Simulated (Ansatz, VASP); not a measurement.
# One calculation of AlNi, two programs

The input INCAR:

```
SYSTEM = AlNi
  ALGO = Normal
  EDIFF = 1E-7
  ENCUT = 520
  GGA = PE
  ISIF = 2
  ISMEAR = -1
  ISPIN = 2
  LASPH = .True.
  LCHARG = .False.
  LMAXMIX = 4
  LORBIT = 11
  LREAL = .False.
  LWAVE = .False.
  MAGMOM = 1 0
  NBANDS = 18
  NELM = 100
  PREC = Accurate
  SIGMA = 0.05
```

KPOINTS

```
k-points
0
Gamma
  9 9 9
  0 0 0
```

POSCAR

```
AlNi
1.0
    2.8420627945      0.0000000000      0.0000000000
    0.0000000000      2.8420627945      0.0000000000
    0.0000000000      0.0000000000      2.8420627945
Ni Al
1 1
Direct
    0.5000000000      0.5000000000      0.5000000000
    0.0000000000      0.0000000000      0.0000000000
```

input.yaml

```yaml
crystal:
  lattice:
    - [2.8420627945, 0.0, 0.0]
    - [0.0, 2.8420627945, 0.0]
    - [0.0, 0.0, 2.8420627945]
  atoms:
    - { symbol: Ni, position: [0.5, 0.5, 0.5], spin: 1.0 }
    - { symbol: Al, position: [0.0, 0.0, 0.0] }
hamiltonian:
  xc: pbe
  pseudopotentials: { kind: paw }
magnetization:
  spin_polarized: true
kpoints:
  mp_grid: { grid: [9, 9, 9] }
scf:
  occupations: { method: fermi_dirac, width: 0.05 }
output:
  forces: true
  stress: true
  eigenvalues: true
```

Change from the starting cell: volume scaled by 0.96.

Alike in both runs: task single point; functional PBE; k mesh 9 × 9 × 9; occupations fermi-dirac, width 0.05 eV; collinear spin, ferromagnetic start.

|  | VASP | Ansatz |
| --- | --- | --- |
| version | VASP 6.6.1 | Ansatz 0.2.0 |
| potentials or method | VASP PAW PBE potentials, release 64 (Ni, Al) | Ansatz PAW |
| plane-wave cutoff (eV) | 520 | 420 |
| valence electrons in the cell | 13 | 21 |

```csv
,VASP,Ansatz,Ansatz less VASP
gap on the k mesh at the Fermi level (eV),none,none,-
pressure (GPa),9.4,9.5,+0.05
net moment per atom (μB),0.00,0.00,0.000
```

A gap of «none» marks a metal or a gap that the smearing closes. With one functional, cell and mesh, what is left measures potentials, basis and numerics. The two sets of potentials don't hold the same shells in valence.

Caveats: the starting moments weren't kept (Ansatz).
